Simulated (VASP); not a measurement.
Here is a VASP 6.6.1 calculation.

The input run.py:

```python
from ase.calculators.vasp import Vasp
from ase.eos import EquationOfState
from ase.io import Trajectory
from ase.io import read
from ase.units import GPa

atoms = read('As.cif')
calc = Vasp(
    directory='calc',
    xc='optb86b-vdw',
    pp='PBE',
    setups='gw',
    prec='Accurate',
    encut=550,
    ediff=1e-06,
    ismear=-1,
    sigma=0.1,
    lreal=False,
    lasph=True,
    nelm=80,
    algo='Normal',
    isif=2,
    lwave=False,
    lcharg=False,
    kpts=[9, 9, 9],
    gamma=True,
)
atoms.calc = calc
cell = atoms.cell.copy()
volumes, energies = [], []
traj = Trajectory('eos.traj', 'w')
for x in [0.94, 0.96, 0.98, 1.0, 1.02, 1.04, 1.06]:
    atoms.set_cell(cell * x ** (1 / 3), scale_atoms=True)
    volumes.append(atoms.get_volume())
    energies.append(atoms.get_potential_energy())
    traj.write(atoms)
    print(f'{x:5.2f} {volumes[-1]:12.5f} {energies[-1]:14.6f}')

v0, e0, B = EquationOfState(volumes, energies, eos='sj').fit()
print(f'V0 = {v0:.4f} A^3, E0 = {e0:.6f} eV, B = {B / GPa:.2f} GPa')
```

Contents of As.cif:

```cif
data_As
_cell_length_a 4.13100000
_cell_length_b 4.13100000
_cell_length_c 4.13100000
_cell_angle_alpha 54.16700000
_cell_angle_beta 54.16700000
_cell_angle_gamma 54.16700000
_space_group_name_H-M_alt 'P1'
_space_group_name_Hall 'P 1'
_space_group_IT_number 1
loop_
_space_group_symop_operation_xyz
'x,y,z'
loop_
_atom_site_label
_atom_site_type_symbol
_atom_site_symmetry_multiplicity
_atom_site_Wyckoff_symbol
_atom_site_fract_x
_atom_site_fract_y
_atom_site_fract_z
_atom_site_occupancy
As1 As 1 a 0.2260000000 0.2260000000 0.2260000000 1
As2 As 1 a 0.7740000000 0.7740000000 0.7740000000 1
```

Potentials or basis: VASP PAW PBE potentials, release 64 (As_GW).

Launch:

```sh
$ python run.py
```

**Question.** Predict the equilibrium volume.

**Answer.** 22.41 Å³/atom.

**Question.** Estimate the bulk modulus at fixed shape and positions.

**Answer.** 72 GPa.

Energy against volume, from the lowest point:
```
volume (Å³/atom)  energy (meV/atom)
          20.239              56.68
          20.669              35.15
          21.100              19.23
          21.530               8.39
          21.961               2.13
          22.392               0.00
          22.822               1.61
```

Caveat: the cell was scaled at fixed shape and fractional positions, which overstates the stiffness of a crystal with free parameters, most of all of layers and chains; the PAW data sets were made with another functional, which shifts forces and pressure a little.
